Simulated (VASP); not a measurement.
# GaN (P6_3mc) in VASP: band structure with HSE06

Aim: the band structure of GaN with HSE06.

Everything below comes from runs of VASP 6.6.1. Logs are shortened: lines on timing, memory, paths and dates and some standing lists are left out, and cuts for length are marked.

**Measured values to compare with.**

From “Studying electronic properties in GaN without electrical contacts using γ-γ vs e−-γ Perturbed Angular Correlations”, 2019, pmc:6823545, for a bulk crystal of GaN: band gap 3.503 ± 0.005 eV (direct).

The runs below are set against these values where they give the same quantity.

### Step 1. The crystal as given

It takes space group P6_3mc (No. 186, hexagonal). Conventional cell: a = 3.219 Å, b = 3.219 Å, c = 5.244 Å, α = 90.00°, β = 90.00°, γ = 120.00°. Ga (site symmetry 3m) has 4 N at 1.97 to 1.98 Å as nearest neighbours. Around N (site symmetry 3m) lie 4 Ga at 1.97 to 1.98 Å.

### Step 2. Band structure, HSE06

The input, POSCAR:

```
GaN                                     
1.0
    3.2186943934      0.0000000000      0.0000000000
   -1.6093471967      2.7874711075      0.0000000000
    0.0000000000      0.0000000000      5.2443324910
  Ga              N             
     2     2
Direct
     0.3333333300000021    0.6666666699999979    0.9991469134485342
     0.6666666699999979    0.3333333300000021    0.4991469134485342
     0.3333333300000021    0.6666666699999979    0.3758530865514658
     0.6666666699999979    0.3333333300000021    0.8758530865514658
```

The input, INCAR.step1:

```
SYSTEM = GaN
PREC     = Accurate       ! precision mode
ENCUT    = 520            ! plane-wave cutoff, eV
EDIFF    = 1E-5           ! SCF threshold, eV
ISMEAR   = 0              ! smearing method
SIGMA    = 0.02           ! smearing width, eV
LREAL    = .FALSE.        ! projectors in reciprocal space
LASPH    = .TRUE.         ! aspherical terms in the spheres
NELM     = 60             ! most SCF steps
ALGO     = Normal         ! electronic algorithm
ISIF     = 2              ! what is computed and relaxed
LWAVE    = .TRUE.         ! write WAVECAR
LCHARG   = .FALSE.        ! write CHGCAR
NBANDS   = 26             ! bands
KPAR     = 4            
GGA      = PE             ! functional
```

The input, INCAR.step2:

```
SYSTEM = GaN
PREC     = Accurate       ! precision mode
ENCUT    = 520            ! plane-wave cutoff, eV
EDIFF    = 1E-7           ! SCF threshold, eV
ISMEAR   = 0              ! smearing method
SIGMA    = 0.02           ! smearing width, eV
LREAL    = .FALSE.        ! projectors in reciprocal space
LASPH    = .TRUE.         ! aspherical terms in the spheres
NELM     = 60             ! most SCF steps
ALGO     = Normal         ! electronic algorithm
ISIF     = 2              ! what is computed and relaxed
LWAVE    = .FALSE.        ! write WAVECAR
LCHARG   = .FALSE.        ! write CHGCAR
GGA      = PE             ! functional
LHFCALC  = .TRUE.         ! exact exchange
HFSCREEN = 0.2            ! screening, 1/A
PRECFOCK = Fast         
NBANDS   = 26             ! bands
KPAR     = 4            
ISTART   = 1
```

The input, KPOINTS:

```
regular mesh
0
G
  6 6 4
  0 0 0
```

The input, KPOINTS_OPT:

```
path GMKGALHA,LM,KH
8
line-mode
reciprocal
 0.0000000000  0.0000000000  0.0000000000  G
 0.5000000000  0.0000000000  0.0000000000  M

 0.5000000000  0.0000000000  0.0000000000  M
 0.3333333333  0.3333333333  0.0000000000  K

 0.3333333333  0.3333333333  0.0000000000  K
 0.0000000000  0.0000000000  0.0000000000  G

 0.0000000000  0.0000000000  0.0000000000  G
 0.0000000000  0.0000000000  0.5000000000  A

 0.0000000000  0.0000000000  0.5000000000  A
 0.5000000000  0.0000000000  0.5000000000  L

 0.5000000000  0.0000000000  0.5000000000  L
 0.3333333333  0.3333333333  0.5000000000  H

 0.3333333333  0.3333333333  0.5000000000  H
 0.0000000000  0.0000000000  0.5000000000  A

 0.5000000000  0.0000000000  0.5000000000  L
 0.5000000000  0.0000000000  0.0000000000  M

 0.3333333333  0.3333333333  0.0000000000  K
 0.3333333333  0.3333333333  0.5000000000  H
```

Potentials or basis: VASP PAW PBE potentials, release 64 (Ga_d, N).

Command:

```sh
$ cat potpaw_PBE.64/Ga_d/POTCAR potpaw_PBE.64/N/POTCAR > POTCAR
$ cp INCAR.step1 INCAR
$ mpirun -np 4 vasp_std > vasp.out
$ cp INCAR.step2 INCAR
$ mpirun -np 4 vasp_std > vasp.out
```

OUTCAR:

```text
SYSTEM = GaN
   PREC = Accurate
   ENCUT = 520
   EDIFF = 1E-7
   ISMEAR = 0
   LREAL = .FALSE.
   LASPH = .TRUE.
   NELM = 60
   ISIF = 2
   GGA = PE
   LHFCALC = .TRUE.
   HFSCREEN = 0.2
   PRECFOCK = Fast
   ISTART = 1

 ion  position               nearest neighbor table
   1  0.333  0.667  0.999-   4 1.97   4 1.97   4 1.97   3 1.98
   2  0.667  0.333  0.499-   3 1.97   3 1.97   3 1.97   4 1.98
   3  0.333  0.667  0.376-   2 1.97   2 1.97   2 1.97   1 1.98
   4  0.667  0.333  0.876-   1 1.97   1 1.97   1 1.97   2 1.98

  LATTYP: Found a hexagonal cell.
 ALAT       =     3.2186943934
 C/A-ratio  =     1.6293353298

  Lattice vectors:

 A1 = (   3.2186943934,   0.0000000000,   0.0000000000)
 A2 = (  -1.6093471967,   2.7874711075,   0.0000000000)
 A3 = (   0.0000000000,   0.0000000000,   5.2443324910)

Analysis of symmetry for initial positions (statically):
=====================================================================
 Subroutine PRICEL returns:
 Original cell was already a primitive cell.

 Routine SETGRP: Setting up the symmetry group for a
 hexagonal supercell.

 Subroutine GETGRP returns: Found 12 space group operations
 (whereof  6 operations were pure point group operations)
 out of a pool of 24 trial point group operations.

The static configuration has the point symmetry C_3v.
 The point group associated with its full space group is C_6v.

Analysis of symmetry for dynamics (positions and initial velocities):
=====================================================================
 Subroutine PRICEL returns:
 Original cell was already a primitive cell.

 Routine SETGRP: Setting up the symmetry group for a
 hexagonal supercell.

 Subroutine GETGRP returns: Found 12 space group operations
 (whereof  6 operations were pure point group operations)
 out of a pool of 24 trial point group operations.

The dynamic configuration has the point symmetry C_3v.
 The point group associated with its full space group is C_6v.

 Subroutine INISYM returns: Found 12 space group operations
 (whereof  6 operations are pure point group operations),
 and found     1 'primitive' translations

----------------------------------------------------------------------------------------
[... 98 lines left out ...]
   NFREE  =      0    steps in history (QN), initial steepest desc. (CG)
   ISIF   =      2    stress and relaxation
   ISYM   =      3    0-nonsym 1-usesym 2-fastsym
   POTIM  = 0.5000    time-step for ionic-motion
   TEBEG  =    0.0;   TEEND  =   0.0 temperature during run
   PSTRESS=    0.0 pullay stress
   NELECT =      36.0000    total number of electrons
   NUPDOWN=      -1.0000    fix difference up-down
   EMIN   =  10.00;   EMAX   =-10.00  energy-range for DOS
   EFERMI =   0.00;   METHOD = LEGACY
   ISMEAR =     0;   SIGMA  =   0.02  broadening in eV -4-tet -1-fermi 0-gaus
   EFERMI_NEDOS =   21; number of points for ismear=-14 and -15
   IALGO  =     38    algorithm
   IMIX   =      1    mixing-type and parameters
     AMIX     =   0.40;   BMIX     =  1.00
     AMIX_MAG =   1.60;   BMIX_MAG =  1.00
  volume/ion in A,a.u.               =      11.76        79.38
  Fermi-wavevector in a.u.,A,eV,Ry     =   1.497323  2.829531 30.503946  2.241977
  Thomas-Fermi vector in A             =   2.609226
   LORBIT       =      0    0 simple, 1 ext, 2 COOP (PROOUT), +10 PAW based schemes
   GGA     = PE    functional components
   LHFCALC =     T    Hartree Fock is set to
   PRECFOCK=fast      Normal, Fast or Accurate (Low or Medium for compatibility)
   ENCUT4O =  -1.0   cutoff for four orbital integrals eV
   NKREDX  =     1    reduce k-point grid by
   NKREDY  =     1    reduce k-point grid by
   NKREDZ  =     1    reduce k-point grid by
   AEXX    =    0.2500 exact exchange contribution
   HFSCREEN=    0.2000 screening length (either q_TF or 0.3 A-1)
   HFSCREENC=   0.2000 screening length for correlation (either q_TF or 0.3 A-1)
   ENCUTFOCK=  -1.0 apply spherical cutoff to Coloumb kernel
   IVDW    =     0    specifies the selected vdW correction
   LEPSILON=     F    determine dielectric tensor
   LRPA    =     F    only Hartree local field effects (RPA)
 non-spin polarized calculation
 Gauss-broadening in eV      SIGMA  =   0.02
  energy-cutoff  :      520.00
  volume of cell :       47.05
 maximum number of plane-waves:      1290
 NGX is ok and might be reduce to    24
  NGX = 14; NGY = 14; NGZ = 24

 number of electron      35.9999956 magnetization

 Free energy of the ion-electron system (eV)
  ---------------------------------------------------
  ext. energy  EPLUGINS =         0.00000000
  ---------------------------------------------------
  free energy    TOTEN  =       -29.55104688 eV

  energy without entropy =      -29.55104688  energy(sigma->0) =      -29.55104688

 E-fermi :   4.3430     XC(G=0):  -9.4290

 val. band max:        4.1855776667   @ k =   0.0000   0.0000   0.0000
 cond. band min:       7.1561485442   @ k =   0.0000   0.0000   0.0000
 fundamental gap:      2.9705708776
 Fermi energy:         4.3430284684

 k-point     1 :       0.0000    0.0000    0.0000
  band No.  band energies     occupation
      1     -13.0566      2.00000
      2     -12.5654      2.00000
      3     -11.3959      2.00000
      4     -11.3802      2.00000
      5     -11.3802      2.00000
      6     -11.3258      2.00000
[... 598 lines left out ...]
     25      19.5590      0.00000
     26      19.5600      0.00000

------------------------ aborting loop because EDIFF is reached ----------------------------------------

  FORCE on cell =-STRESS in cart. coord.  units (eV):
  Direction    XX          YY          ZZ          XY          YZ          ZX
  --------------------------------------------------------------------------------------
  -------------------------------------------------------------------------------------
  Total       -1.8212177     -1.8212177     -1.9498267      0.0000000     -0.0000000     -0.0000000
  in kB      -62.0143368    -62.0143366    -66.3936049      0.0000000     -0.0000000     -0.0000000
  external PRESSURE =     -63.4740927 kB  Pullay stress =       0.0000000 kB

 VOLUME and BASIS-vectors are now :
 -----------------------------------------------------------------------------
  energy-cutoff  :      520.00
  volume of cell :       47.05
      direct lattice vectors                 reciprocal lattice vectors
     3.218694393  0.000000000  0.000000000     0.310684979  0.179374057  0.000000000
    -1.609347197  2.787471108  0.000000000     0.000000000  0.358748113  0.000000000
     0.000000000  0.000000000  5.244332491     0.000000000  0.000000000  0.190682037

 POSITION                                       TOTAL-FORCE (eV/Angst)
 -----------------------------------------------------------------------------------
     -0.00000      1.85831      5.23986        -0.000000      0.000000     -0.018499
      1.60935      0.92916      2.61769         0.000000     -0.000000     -0.018499
     -0.00000      1.85831      1.97110        -0.000000      0.000000      0.018499
      1.60935      0.92916      4.59326         0.000000     -0.000000      0.018499
 -----------------------------------------------------------------------------------
    total drift:                                0.000004     -0.000002     -0.000681

  FREE ENERGIE OF THE ION-ELECTRON SYSTEM (eV)
  ---------------------------------------------------
  free  energy   TOTEN  =       -29.5510468804 eV

  energy  without entropy=      -29.5510468804  energy(sigma->0) =      -29.55104688
```

OUTCAR.step1:

```text
SYSTEM = GaN
   PREC = Accurate
   ENCUT = 520
   EDIFF = 1E-5
   ISMEAR = 0
   LREAL = .FALSE.
   LASPH = .TRUE.
   NELM = 60
[... 835 lines left out ...]
      1.60935      0.92916      2.61769        -0.000000      0.000000     -0.000464
     -0.00000      1.85831      1.97110         0.000000      0.000000      0.000464
      1.60935      0.92916      4.59326         0.000000     -0.000000      0.000464
 -----------------------------------------------------------------------------------
    total drift:                               -0.000011      0.000005     -0.001012

  FREE ENERGIE OF THE ION-ELECTRON SYSTEM (eV)
  ---------------------------------------------------
  free  energy   TOTEN  =       -24.3231231273 eV

  energy  without entropy=      -24.3231231273  energy(sigma->0) =      -24.32312313
```

OSZICAR.step1:

```text
N       E                     dE             d eps       ncg     rms          rms(c)
DAV:   1     0.282082749736E+03    0.28208E+03   -0.17952E+04  1182   0.256E+03
DAV:   2     0.846625649602E+01   -0.27362E+03   -0.25925E+03  1188   0.485E+02
DAV:   3    -0.269301131704E+02   -0.35396E+02   -0.34858E+02  1270   0.142E+02
DAV:   4    -0.282275332400E+02   -0.12974E+01   -0.12914E+01  1350   0.291E+01
DAV:   5    -0.282518942065E+02   -0.24361E-01   -0.24322E-01  1328   0.378E+00    0.108E+01
DAV:   6    -0.242503593250E+02    0.40015E+01   -0.10068E+01  1796   0.479E+01    0.308E+00
DAV:   7    -0.243414223846E+02   -0.91063E-01   -0.13478E+00  1142   0.896E+00    0.268E+00
DAV:   8    -0.243366288949E+02    0.47935E-02   -0.15345E-01  1778   0.482E+00    0.827E-01
DAV:   9    -0.243226341350E+02    0.13995E-01   -0.43903E-02  1760   0.347E+00    0.375E-01
DAV:  10    -0.243231272643E+02   -0.49313E-03   -0.53179E-03  1154   0.432E-01    0.831E-02
DAV:  11    -0.243231268466E+02    0.41769E-06   -0.20846E-04  1764   0.259E-01    0.462E-02
DAV:  12    -0.243231231273E+02    0.37194E-05   -0.41925E-05  1186   0.543E-02
   1 F= -.24323123E+02 E0= -.24323123E+02  d E =-.764262E-29
```

Run time: 44 min. Hardware: 4 MPI ranks of AMD EPYC 9R45 (Zen 5), shared host; peak memory 0.34 GiB.

Results:

| Item | Value |
| --- | --- |
| Free energy | -29.5510 eV |
| Pressure | -6.3 GPa |
| Largest force | 0.018 eV/Å |
| Band gap on the k mesh | 2.97 eV, direct |
| Band gap along the path | 2.97 eV, direct |

Forces in eV/Å, atoms in the order of the input:
```
Ga   0.000  0.000 -0.018
Ga   0.000  0.000 -0.018
N    0.000  0.000  0.018
N    0.000  0.000  0.018
```

Levels at the corners of the path, in eV from the valence-band top:
| point | band 16 | band 17 | band 18 | band 19 | band 20 | band 21 |
| --- | --- | --- | --- | --- | --- | --- |
| Γ | -0.03 | 0.00 | 0.00 | 2.97 | 5.49 | 10.79 |
| M | -2.85 | -2.26 | -1.04 | 6.27 | 6.82 | 7.32 |
| M | -2.85 | -2.26 | -1.04 | 6.27 | 6.82 | 7.32 |
| K | -3.09 | -3.09 | -2.85 | 6.34 | 9.34 | 9.34 |
| K | -3.09 | -3.09 | -2.85 | 6.34 | 9.34 | 9.34 |
| Γ | -0.03 | 0.00 | 0.00 | 2.97 | 5.49 | 10.79 |
| Γ | -0.03 | 0.00 | 0.00 | 2.97 | 5.49 | 10.79 |
| A | -0.56 | -0.56 | -0.56 | 5.47 | 5.47 | 9.91 |
| A | -0.56 | -0.56 | -0.56 | 5.47 | 5.47 | 9.91 |
| L | -2.02 | -1.97 | -1.97 | 5.58 | 5.58 | 9.15 |
| L | -2.02 | -1.97 | -1.97 | 5.58 | 5.58 | 9.15 |
| H | -4.35 | -1.53 | -1.53 | 7.70 | 7.70 | 8.64 |
| H | -4.35 | -1.53 | -1.53 | 7.70 | 7.70 | 8.64 |
| A | -0.56 | -0.56 | -0.56 | 5.47 | 5.47 | 9.91 |
| L | -2.02 | -1.97 | -1.97 | 5.58 | 5.58 | 9.15 |
| M | -2.85 | -2.26 | -1.04 | 6.27 | 6.82 | 7.32 |
| K | -3.09 | -3.09 | -2.85 | 6.34 | 9.34 | 9.34 |
| H | -4.35 | -1.53 | -1.53 | 7.70 | 7.70 | 8.64 |

Caveat: the PAW data sets were made with another functional, which shifts forces and pressure a little.

### Step 3. Comparison with measurements

Step 2. Measured gap of GaN: 3.503 eV (direct; quoted in “Studying electronic properties in GaN without electrical contacts using γ-γ vs e−-γ Perturbed Angular Correlations”, 2019, pmc:6823545). This calculation gives 2.97 eV (-0.53 eV). Spin-orbit coupling on Ga is left out. The value is that of HSE06, without temperature or zero-point motion.
